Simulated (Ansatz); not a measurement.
GaSb:

```
CELL_PARAMETERS angstrom
0.00000 3.05900 3.05900
3.05900 0.00000 3.05900
3.05900 3.05900 0.00000
ATOMIC_POSITIONS crystal
Sb 0.75000 0.75000 0.75000
Ga 0.00000 0.00000 0.00000
```

* Program: Ansatz 0.2.0
* Task: relaxation of cell and atoms
* Functional: LDA
* Potentials or basis: Ansatz PAW
* Cutoff: 420 eV (not typed: the program's choice for these potentials)
* k mesh: 8 × 8 × 8
* Occupations: fermi-dirac, width 0.05 eV
* Spin: no spin polarisation

At the start: volume 28.62 Å³/atom.

Problem. How do energy, volume and symmetry change on relaxing?

Solution. It ends after 4 steps and the volume is 27.68 Å³/atom (-3.3 %); space group F-43m (No. 216, to 0.05 Å).

The path:
```tsv
step	energy change (eV)	largest force (eV/Å)	volume (Å³)
1	0.0000	0.0000	57.25
2	-0.0100	0.0000	54.74
3	-0.0110	0.0000	55.36
4	-0.0106	0.0000	55.36
```

Final structure:
```xyz
2
Lattice="0.0000 3.0250 3.0250 3.0250 0.0000 3.0250 3.0250 3.0250 0.0000" Properties=species:S:1:pos:R:3 pbc="T T T"
Sb    4.5375    4.5375    4.5375
Ga    0.0000    0.0000    0.0000
```

Caveat: the plane-wave basis is chosen anew once the cell has moved, so the energies of steps on either side of that aren't comparable; the PAW data sets come from PBE, with cores solved anew for the run's functional, which leaves a small shift of forces and pressure.
